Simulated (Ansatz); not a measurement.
# Si2W: the cost of one run

Computed with Ansatz 0.2.0 (DFT PBEsol, scalar-relativistic, plane waves, PAW, unless a step's input says otherwise).

1 further run of the same task is left out (it didn't finish).

### 1 The system as given

It takes space group I4/mmm (No. 139, tetragonal). The conventional cell has a = 3.202 Å, b = 3.202 Å, c = 7.816 Å, α = 90.00°, β = 90.00°, γ = 90.00°. Si (site symmetry 4mm) is surrounded by 5 Si at 2.59 to 2.62 Å and 5 W at 2.61 Å. W (site symmetry 4/mmm) is surrounded by 10 Si at 2.61 Å.

Structure file:

```xyz
3
Lattice="-1.6012 1.6012 3.9079 1.6012 -1.6012 3.9079 1.6012 1.6012 -3.9079" Properties=species:S:1:pos:R:3 pbc="T T T"
Si    0.0000    0.0000    2.6144
Si    0.0000    0.0000    5.2014
W     0.0000    0.0000    0.0000
```

This cell was relaxed beforehand with the same method: volume 13.36 Å³/atom, gap on the mesh none (metal).

### 2 Relaxing to 0.001 eV/Å, with the smearing for a metal

Response functions are second derivatives at a minimum, so forces and stress are first brought close to zero on the mesh and occupations that the response runs use.

The input, input.yaml:

```yaml
crystal:
  lattice:
    - [-1.6012497811, 1.6012497811, 3.9078662643]
    - [1.6012497811, -1.6012497811, 3.9078662643]
    - [1.6012497811, 1.6012497811, -3.9078662643]
  atoms:
    - { symbol: Si, position: [0.3344989451, 0.3344989451, 0.0] }
    - { symbol: Si, position: [0.6655010549, 0.6655010549, 0.0] }
    - { symbol: W, position: [0.0, 0.0, 0.0] }
basis:
  ecutwfc: 420
kpoints:
  mp_grid: { grid: [18, 18, 18] }
hamiltonian:
  xc: pbesol
scf:
  occupations: { method: fermi_dirac, width: 0.15 }
output:
  forces: true
  stress: true
  eigenvalues: true
relax:
  adjacent_minimum: "off"
  f_tol: 0.001
  max_steps: 60
  cell: { stress_tol: 0.01 }
```

Run with:

```sh
$ ansatz run input.yaml --threads 1 --pin off --max-ram 3072MiB --backend cpu --events-out ev --progress --plain --runs-dir out
```

Q: Estimate wall time and peak memory on 1 thread of Intel Xeon 6975P-C (Granite Rapids), shared host.

About 44 s, with a peak of 0.63 GiB.
